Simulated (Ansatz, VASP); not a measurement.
# Cross-check of GaAs (GaAs(110)) between VASP and Ansatz

Wanted: the spread between two codes on one cell, functional and k mesh. Of the first pair: The structure shown is the end of the VASP relaxation below. Valence electrons are named where the data sets of a main pair hold unlike numbers.

Main program and level: Ansatz 0.2.0; plane waves, with VASP 6.6.1 beside it; single point at PBE and band structure at PBE.

### 1. Set-up

The cell holds 18 atoms: 9 Ga and 9 As. Its edges and angles: a = 3.911 Å, b = 5.530 Å, c = 32.717 Å, α = 90.0°, β = 90.0°, γ = 90.0°. It derives from GaAs. As first built, before any earlier steps moved the atoms (in the runner's words): 9 layers, strained by -4 % in the plane. Vacuum lies along c.

### 2. VASP: relaxation, PBE

This run makes the geometry at which the two programs are then compared.

Lines of VASP's logs that name or quote its potential files are left out, and so is its time.

Contents of INCAR:

```
SYSTEM = GaAs
PREC = Normal
ENCUT = 320
EDIFF = 1E-05
NELM = 120
ISMEAR = 0
SIGMA = 0.03
LREAL = Auto
ALGO = Fast
GGA = PE
NBANDS = 54
LORBIT = 11
LWAVE = .FALSE.
LCHARG = .FALSE.
KPAR = 2
NCORE = 2
IBRION = 2
NSW = 60
ISIF = 2
EDIFFG = -0.03
POTIM = 0.4
MAXMIX = 40
IDIPOL = 3
LDIPOL = .TRUE.
DIPOL = 0.5 0.5 0.5
```

Contents of POSCAR:

```
GaAs
1.0
    3.9105150539      0.0000000000      0.0000000000
    0.0000000000      5.5303034250      0.0000000000
    0.0000000000      0.0000000000     32.7170818320
Ga As
9 9
Direct
    0.0000000000      0.0000000000      0.2445205900
    0.5000000000      0.5000000000      0.3083904400
    0.0000000000      0.0000000000      0.3722602900
    0.5000000000      0.5000000000      0.4361301500
    0.0000000000      0.0000000000      0.5000000000
    0.5000000000      0.5000000000      0.5638698500
    0.0000000000      0.0000000000      0.6277397100
    0.5000000000      0.5000000000      0.6916095600
    0.0000000000      0.0000000000      0.7554794100
    0.0000000000      0.7500000000      0.3083904400
    0.5000000000      0.2500000000      0.2445205900
    0.0000000000      0.7500000000      0.4361301500
    0.5000000000      0.2500000000      0.3722602900
    0.0000000000      0.7500000000      0.5638698500
    0.5000000000      0.2500000000      0.5000000000
    0.0000000000      0.7500000000      0.6916095600
    0.5000000000      0.2500000000      0.6277397100
    0.5000000000      0.2500000000      0.7554794100
```

Contents of KPOINTS:

```
Automatic mesh
0
Gamma
6 5 1
0 0 0
```

The projector-augmented-wave data sets are Ga and As (PBE family, release 64).

The run is started by

```sh
$ mpirun -np 4 vasp_std
```

Numbers of over 12 decimals in the logs are rounded to 6 here.

What it wrote:

```text
[banner, memory and clock lines left out]
running    4 mpi-ranks, on    1 nodes
 distrk:  each k-point on    2 cores,    2 groups
 distr:  one band on    2 cores,    1 groups

 POSCAR found type information on POSCAR GaAs
 POSCAR found :  2 types and      18 ions
 LDA part: xc-table for (Slater+PW92), standard interpolation
 POSCAR, INCAR and KPOINTS ok, starting setup
 FFT: planning ... GRIDC
 FFT: planning ... GRID_SOFT
 FFT: planning ... GRID
 WAVECAR not read
 entering main loop
       N       E                     dE             d eps       ncg     rms          rms(c)
DAV:   1     0.298081316704E+03    0.29808E+03   -0.18809E+04  1312   0.693E+02
DAV:   2    -0.384191764918E+02   -0.33650E+03   -0.32433E+03  1730   0.149E+02
DAV:   3    -0.720370164273E+02   -0.33618E+02   -0.33188E+02  1554   0.494E+01
DAV:   4    -0.732808801660E+02   -0.12439E+01   -0.12397E+01  1744   0.106E+01
DAV:   5    -0.733173763033E+02   -0.36496E-01   -0.36479E-01  1642   0.172E+00    0.117E+01
RMM:   6    -0.713341828710E+02    0.19832E+01   -0.21095E+00  1296   0.322E+00    0.671E+00
RMM:   7    -0.710042976593E+02    0.32989E+00   -0.27994E+00  1296   0.368E+00    0.155E+00
RMM:   8    -0.709482827497E+02    0.56015E-01   -0.33418E-01  1296   0.163E+00    0.340E-01
RMM:   9    -0.709444447230E+02    0.38380E-02   -0.25386E-02  1336   0.524E-01    0.164E-01
RMM:  10    -0.709451824474E+02   -0.73772E-03   -0.87089E-03  1367   0.250E-01    0.900E-02
RMM:  11    -0.709458752105E+02   -0.69276E-03   -0.20491E-03  1319   0.128E-01    0.424E-02
RMM:  12    -0.709461742944E+02   -0.29908E-03   -0.68798E-04  1306   0.743E-02    0.356E-02
RMM:  13    -0.709463820204E+02   -0.20773E-03   -0.44140E-04  1306   0.489E-02    0.155E-02
RMM:  14    -0.709466464645E+02   -0.26444E-03   -0.17932E-04  1218   0.295E-02    0.133E-02
RMM:  15    -0.709467313130E+02   -0.84849E-04   -0.47047E-05   999   0.159E-02    0.738E-03
RMM:  16    -0.709467755891E+02   -0.44276E-04   -0.30976E-05   956   0.115E-02    0.257E-03
RMM:  17    -0.709468174471E+02   -0.41858E-04   -0.10071E-05   900   0.677E-03    0.279E-03
RMM:  18    -0.709468409988E+02   -0.23552E-04   -0.36741E-06   665   0.356E-03    0.105E-03
RMM:  19    -0.709468749313E+02   -0.33933E-04   -0.29017E-06   667   0.347E-03    0.139E-03
RMM:  20    -0.709468849741E+02   -0.10043E-04   -0.42383E-07   470   0.212E-03    0.400E-04
RMM:  21    -0.709468940068E+02   -0.90326E-05   -0.52399E-07   474   0.219E-03
   1 F= -.70946894E+02 E0= -.70946893E+02  d E =-.709469E+02
[... from here on, the cycles between the ionic steps are left out ...]
   2 F= -.71350516E+02 E0= -.71350512E+02  d E =-.403622E+00
   3 F= -.71597963E+02 E0= -.71597900E+02  d E =-.651069E+00
  10 F= -.72425021E+02 E0= -.72425021E+02  d E =-.175374E-01
  11 F= -.72432272E+02 E0= -.72432272E+02  d E =-.247889E-01
  12 F= -.72441020E+02 E0= -.72441020E+02  d E =-.874821E-02
  13 F= -.72441680E+02 E0= -.72441680E+02  d E =-.940835E-02
  14 F= -.72445265E+02 E0= -.72445265E+02  d E =-.358480E-02
  15 F= -.72445532E+02 E0= -.72445532E+02  d E =-.385183E-02
  16 F= -.72447591E+02 E0= -.72447591E+02  d E =-.205873E-02
  17 F= -.72447836E+02 E0= -.72447836E+02  d E =-.230409E-02
  18 F= -.72448963E+02 E0= -.72448963E+02  d E =-.112634E-02
  19 F= -.72449063E+02 E0= -.72449063E+02  d E =-.122671E-02
 curvature:  -3.95 expect dE=-0.155E-02 dE for cont linesearch -0.988E-08
 trial: gam= 0.20713 g(F)=  0.393E-03 g(S)=  0.000E+00 ort = 0.272E-05 (trialstep = 0.189E+01)
 search vector abs. value=  0.521E-03
 bond charge predicted
       N       E                     dE             d eps       ncg     rms          rms(c)
DAV:   1    -0.724495202999E+02   -0.46440E-03   -0.17960E-02  1386   0.404E-01    0.425E-02
RMM:   2    -0.724495114857E+02    0.88142E-05   -0.10433E-03  1296   0.953E-02    0.209E-02
RMM:   3    -0.724495653715E+02   -0.53886E-04   -0.15608E-04  1304   0.396E-02    0.199E-02
RMM:   4    -0.724496122058E+02   -0.46834E-04   -0.29231E-05   976   0.168E-02    0.113E-02
RMM:   5    -0.724496268046E+02   -0.14599E-04   -0.84007E-06   865   0.869E-03    0.652E-03
RMM:   6    -0.724496277400E+02   -0.93538E-06   -0.27970E-06   820   0.498E-03
  20 F= -.72449628E+02 E0= -.72449628E+02  d E =-.564711E-03
 trial-energy change:   -0.000565  1 .order   -0.000527   -0.000743   -0.000312
 step:   3.2573(harm=  3.2573)  dis= 0.00466  next Energy=   -72.449703 (dE=-0.640E-03)
 reached required accuracy - stopping structural energy minimisation
```

OUTCAR, selected parts (step 2):

```text
ion  position               nearest neighbor table
   1  0.000  0.000  0.245-  11 2.39  11 2.39  10 2.51
   2  0.500  0.500  0.308-  10 2.39  10 2.39  11 2.51  13 2.51
   3  0.000  0.000  0.372-  13 2.39  13 2.39  10 2.51  12 2.51
   4  0.500  0.500  0.436-  12 2.39  12 2.39  15 2.51  13 2.51
   5  0.000  0.000  0.500-  15 2.39  15 2.39  12 2.51  14 2.51
   6  0.500  0.500  0.564-  14 2.39  14 2.39  15 2.51  17 2.51
   7  0.000  0.000  0.628-  17 2.39  17 2.39  16 2.51  14 2.51
   8  0.500  0.500  0.692-  16 2.39  16 2.39  18 2.51  17 2.51
   9  0.000  0.000  0.755-  18 2.39  18 2.39  16 2.51
  10  0.000  0.750  0.308-   2 2.39   2 2.39   1 2.51   3 2.51
  11  0.500  0.250  0.245-   1 2.39   1 2.39   2 2.51
  12  0.000  0.750  0.436-   4 2.39   4 2.39   5 2.51   3 2.51
  13  0.500  0.250  0.372-   3 2.39   3 2.39   2 2.51   4 2.51
  14  0.000  0.750  0.564-   6 2.39   6 2.39   5 2.51   7 2.51
  15  0.500  0.250  0.500-   5 2.39   5 2.39   6 2.51   4 2.51
  16  0.000  0.750  0.692-   8 2.39   8 2.39   9 2.51   7 2.51
  17  0.500  0.250  0.628-   7 2.39   7 2.39   8 2.51   6 2.51
  18  0.500  0.250  0.755-   9 2.39   9 2.39   8 2.51

  LATTYP: Found a simple orthorhombic cell.
 ALAT       =     3.9105150539
 B/A-ratio  =     1.4142135624
 C/A-ratio  =     8.3664380219

 Subroutine GETGRP returns: Found  4 space group operations
 (whereof  4 operations were pure point group operations)

The static configuration has the point symmetry C_2v.

 Found     12 irreducible k-points:

   k-points           NKPTS =     12   k-points in BZ     NKDIM =     12   number of bands    NBANDS=     54

   dimension x,y,z NGX =    18 NGY =   24 NGZ =  144
   dimension x,y,z NGXF=    36 NGYF=   48 NGZF=  288

   ENCUT  =  320.0 eV  23.52 Ry    4.85 a.u.   5.70  8.07 47.72*2*pi/ulx,y,z

   NELECT =      72.0000    total number of electrons

 k-points in reciprocal lattice and weights: Automatic mesh
   0.00000000  0.00000000  0.00000000       0.033
   0.16666667  0.00000000  0.00000000       0.067
   0.33333333  0.00000000  0.00000000       0.067
   0.50000000  0.00000000  0.00000000       0.033
   0.00000000  0.20000000  0.00000000       0.067
   0.16666667  0.20000000  0.00000000       0.133
   0.33333333  0.20000000  0.00000000       0.133
   0.50000000  0.20000000  0.00000000       0.067
   0.00000000  0.40000000  0.00000000       0.067
   0.16666667  0.40000000  0.00000000       0.133
   0.33333333  0.40000000  0.00000000       0.133
   0.50000000  0.40000000  0.00000000       0.067

 dipolmoment           0.000000      0.000000      0.000000 electrons x Angstroem

 average (electrostatic) potential at core
       1 -18.0453       2 -17.8345       3 -17.7807       4 -17.8081       5 -17.7824
       6 -17.8081       7 -17.7807       8 -17.8345       9 -18.0453      10 -54.6945
      11 -54.4114      12 -54.6232      13 -54.6151      14 -54.6232      15 -54.6217
      16 -54.6945      17 -54.6151      18 -54.4114

 E-fermi :  -0.0402

 k-point     1 :       0.0000    0.0000    0.0000
  band No.  band energies     occupation
    ...
     32      -0.9584      2.00000
     33      -0.6999      2.00000
     34      -0.6039      2.00000
     35      -0.3451      2.00000
     36      -0.2174      2.00000
     37       0.4526      0.00000
     38       0.7025      0.00000
     39       1.1470      0.00000
     40       1.4636      0.00000
     41       1.4902      0.00000
    ...

 k-point     2 :       0.1667    0.0000    0.0000
  band No.  band energies     occupation
    ...
     32      -1.6396      2.00000
     33      -1.4417      2.00000
     34      -1.3465      2.00000
     35      -1.0357      2.00000
     36      -1.0140      2.00000
     37       0.8796      0.00000
     38       1.2421      0.00000
     39       1.4105      0.00000
     40       1.9679      0.00000
     41       2.2356      0.00000
    ...

 k-point     3 :       0.3333    0.0000    0.0000
  band No.  band energies     occupation
    ...
     32      -2.2417      2.00000
     33      -2.0571      2.00000
     34      -1.8871      2.00000
     35      -1.6734      2.00000
     36      -1.3922      2.00000
     37       0.7826      0.00000
     38       0.9189      0.00000
     39       1.4889      0.00000
     40       1.5114      0.00000
     41       1.6916      0.00000
    ...

  Total       14.4421203      8.6380509     -0.3442076      0.0000000      0.0000000      0.0000000
  in kB       32.7027337     19.5600004     -0.7794237      0.0000000      0.0000000      0.0000000
  external PRESSURE =      17.1611035 kB  Pullay stress =       0.0000000 kB

  energy-cutoff  :      320.00
  volume of cell :      707.55
      direct lattice vectors                 reciprocal lattice vectors
     3.910515054  0.000000000  0.000000000     0.255720790  0.000000000  0.000000000
     0.000000000  5.530303425  0.000000000     0.000000000  0.180821905  0.000000000
     0.000000000  0.000000000 32.717081832     0.000000000  0.000000000  0.030565073

 POSITION                                       TOTAL-FORCE (eV/Angst)
 -----------------------------------------------------------------------------------
      0.00000      0.31504      8.43431        -0.000000      0.003021      0.000746
      1.95526      2.62914      9.94931         0.000000      0.018814      0.015724
      0.00000      5.44242     12.21575         0.000000     -0.000315     -0.012938
      1.95526      2.67065     14.24203         0.000000     -0.003784     -0.005328
      0.00000      5.45613     16.35854         0.000000     -0.018152      0.000000
      1.95526      2.67065     18.47505         0.000000     -0.003784      0.005328
      0.00000      5.44242     20.50133         0.000000     -0.000315      0.012938
      1.95526      2.62914     22.76778         0.000000      0.018814     -0.015724
      0.00000      0.31504     24.28277        -0.000000      0.003021     -0.000746
      0.00000      4.09034     10.13174         0.000000      0.009189      0.000392
      1.95526      1.53953      7.68550         0.000000     -0.000671      0.022338
      0.00000      4.11460     14.28717         0.000000     -0.009493     -0.015938
      1.95526      1.36484     12.12572        -0.000000      0.001067      0.002934
      0.00000      4.11460     18.42991         0.000000     -0.009493      0.015938
      1.95526      1.36605     16.35854         0.000000     -0.017507      0.000000
      0.00000      4.09034     22.58534         0.000000      0.009189     -0.000392
      1.95526      1.36484     20.59136        -0.000000      0.001067     -0.002934
      1.95526      1.53953     25.03158         0.000000     -0.000671     -0.022338
 -----------------------------------------------------------------------------------
    total drift:                                0.000000      0.005785      0.000011

  FREE ENERGIE OF THE ION-ELECTRON SYSTEM (eV)
  ---------------------------------------------------
  free  energy   TOTEN  =       -72.4496277400 eV

  energy  without entropy=      -72.4496277400  energy(sigma->0) =      -72.44962774

 reached required accuracy - stopping structural energy minimisation

 vacuum level on the upper side and lower side of the slab         4.286         4.286

 total charge
# of ion       s       p       d       tot
------------------------------------------
    1        1.152   1.022   0.107   2.280
    2        1.085   1.154   0.132   2.372
    3        1.090   1.192   0.138   2.421
    4        1.089   1.183   0.137   2.409
    5        1.090   1.204   0.140   2.433
    6        1.089   1.183   0.137   2.409
    7        1.090   1.192   0.138   2.421
    8        1.085   1.154   0.132   2.372
    9        1.152   1.022   0.107   2.280
   10        1.216   1.590   0.029   2.835
   11        1.266   1.477   0.025   2.769
   12        1.212   1.603   0.029   2.844
   13        1.215   1.585   0.027   2.828
   14        1.212   1.603   0.029   2.844
   15        1.213   1.596   0.028   2.837
   16        1.216   1.590   0.029   2.835
   17        1.215   1.585   0.027   2.828
   18        1.266   1.477   0.025   2.769
--------------------------------------------------
tot         20.954  24.414   1.414  46.783

[... 3 further parts left out ...]
```

CONTCAR:

```
GaAs
   1.00000000000000
     3.9105150539000002    0.0000000000000000    0.0000000000000000
     0.0000000000000000    5.5303034249999996    0.0000000000000000
     0.0000000000000000    0.0000000000000000   32.7170818319999981
  Ga              As
     9     9
Direct
     0.0000000000000000    0.0569659718505646    0.2577952731347456
     0.5000000000000000    0.4754069305050640    0.3041012774095979
     0.0000000000000000    0.9841086481000526    0.3733753295107147
     0.5000000000000000    0.4829120903218692    0.4353087814745457
     0.0000000000000000    0.9865878114754337    0.5000000000000000
     0.5000000000000000    0.4829120903218692    0.5646912185254542
     0.0000000000000000    0.9841086481000526    0.6266246704892852
     0.5000000000000000    0.4754069305050640    0.6958987225904020
     0.0000000000000000    0.0569659718505646    0.7422047268652544
     0.0000000000000000    0.7396234293127890    0.3096775146377144
     0.5000000000000000    0.2783799918598745    0.2349078439135170
     0.0000000000000000    0.7440098999018891    0.4366883973970226
     0.5000000000000000    0.2467936598726035    0.3706235528940894
     0.0000000000000000    0.7440098999018891    0.5633116026029773
     0.5000000000000000    0.2470109450751536    0.5000000000000000
     0.0000000000000000    0.7396234293127890    0.6903224853622857
     0.5000000000000000    0.2467936598726035    0.6293764471059102
     0.5000000000000000    0.2783799918598745    0.7650921560864830
```

[end of part 1 of 3]

[Lines on the potential files, build, host, timing and source positions are cut from VASP's logs without a mark.]

[Logs are printed without paths, hosts, clocks, repeated set-up lines and the standing remarks that a program may print on its own settings, such as how far it seeks lower states.]

[Hosts, paths, dates, database ids (printed as entryN), source tags and the programs' standing remarks are cut or masked in the printed files.]
